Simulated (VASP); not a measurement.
**KBr in VASP: how settings move the PBE single point**

The PBE single point of KBr (rocksalt), under -2.5 % strain along x alone is repeated with altered inputs. Which of them can be trusted?

Program: VASP 6.6.1. PAW datasets, plane waves. No spin polarisation and no zero-point or thermal motion.

### 1 Starting point

The cell comes from an earlier relaxation with r2SCAN in another program, then strained, with the atoms relaxed again.

Space group I4/mmm (No. 139), tetragonal; a = 4.670 Å, c = 6.442 Å in the conventional setting, 35.12 Å³ an atom. Around K lie 6 Br at 3.22–3.30 Å; around Br lie 6 K at 3.22–3.30 Å.

Structure file:

```xyz
2
Lattice="0.0000 3.3022 3.3022 3.2210 0.0000 3.3022 3.2210 3.3022 0.0000" Properties=species:S:1:pos:R:3 pbc="T T T"
K     0.0000    0.0000    0.0000
Br    3.2210    3.3022    3.3022
```

### 2 Baseline

File INCAR:

```
ENCUT = 520.000000
SIGMA = 0.020000
EDIFF = 1.00e-07
GGA = PE
PREC = Accurate
IBRION = -1
ISIF = 2
ISMEAR = -1
NBANDS = 15
NELM = 120
NSW = 0
LASPH = .TRUE.
LCHARG = .TRUE.
LELF = .TRUE.
LWAVE = .FALSE.
LREAL = .FALSE.
```

File KPOINTS:

```
KPOINTS created by Atomic Simulation Environment
0
Gamma
6 6 6
0 0 0
```

File POSCAR:

```
K  Br
 1.0000000000000000
     0.0000000000000000    3.3022478200999998    3.3022478200999998
     3.2210125236999998    0.0000000000000000    3.3022478200999998
     3.2210125236999998    3.3022478200999998    0.0000000000000000
 K   Br
   1   1
Cartesian
  0.0000000000000000  0.0000000000000000  0.0000000000000000
  3.2210125236999998  3.3022478200999998  3.3022478200999998
```

A file KPOINTS_OPT adds named points for the levels; it doesn't enter the self-consistent loop.

Potentials: the recommended PBE PAW datasets, 16 valence electrons.

Launch:

```console
$ mpirun -np 1 vasp_std
```

### 3 Variant 1

File INCAR:

```
ENCUT = 520.000000
EDIFF = 1.00e-07
GGA = PE
PREC = Accurate
IBRION = -1
ISIF = 2
NBANDS = 15
NELM = 120
NSW = 0
LASPH = .TRUE.
LCHARG = .FALSE.
LWAVE = .FALSE.
LREAL = .FALSE.
ISMEAR = -1
SIGMA = 0.1
NELECT = 15.5
```

File KPOINTS:

```
KPOINTS created by Atomic Simulation Environment
0
Gamma
9 9 9
0 0 0
```

POSCAR is that of step 2.

### 4 Variant 2

File INCAR:

```
SIGMA = 0.020000
EDIFF = 1.00e-07
GGA = PE
PREC = Accurate
IBRION = -1
ISIF = 2
ISMEAR = -1
NBANDS = 15
NELM = 120
NSW = 0
LASPH = .TRUE.
LCHARG = .FALSE.
LWAVE = .FALSE.
LREAL = .FALSE.
ENCUT = 300
IVDW = 21
```

KPOINTS is that of step 2.

POSCAR is that of step 2.

### 5 Variant 3

Edit INCAR of step 2 so:

```diff
@@ -12,5 +12,5 @@
 LASPH = .TRUE.
-LCHARG = .TRUE.
-LELF = .TRUE.
+LCHARG = .FALSE.
 LWAVE = .FALSE.
 LREAL = .FALSE.
+IVDW = 10
```

KPOINTS is that of step 2.

POSCAR is that of step 2.

What does the calculation give? Wanted: for each run, changed; ending; energy change; pressure; electronic steps; usable.

As calculated:

| run | changed | ending | energy change (meV/atom) | pressure (GPa) | gap on the mesh (eV; negative: overlap) | electronic steps | time | usable |
| --- | --- | --- | --- | --- | --- | --- | --- | --- |
| ref. | – | converged | 0 | 1.2 | 4.48 | 13 | 44 s | yes |
| 1 | ISMEAR = -1, SIGMA = 0.1, NELECT = 15.5, mesh 9×9×9 | converged | – | -3.1 | – | 15 | 2.2 min | no |
| 2 | ENCUT = 300, IVDW = 21 | converged | – | 1.2 | 4.48 | 13 | 53 s | no |
| 3 | IVDW = 10 | converged | – | 0.9 | 4.48 | 13 | 58 s | yes |

What this shows: Of 3 altered inputs, 2 ended normally on a faulty or unsound input, 1 gave usable results.
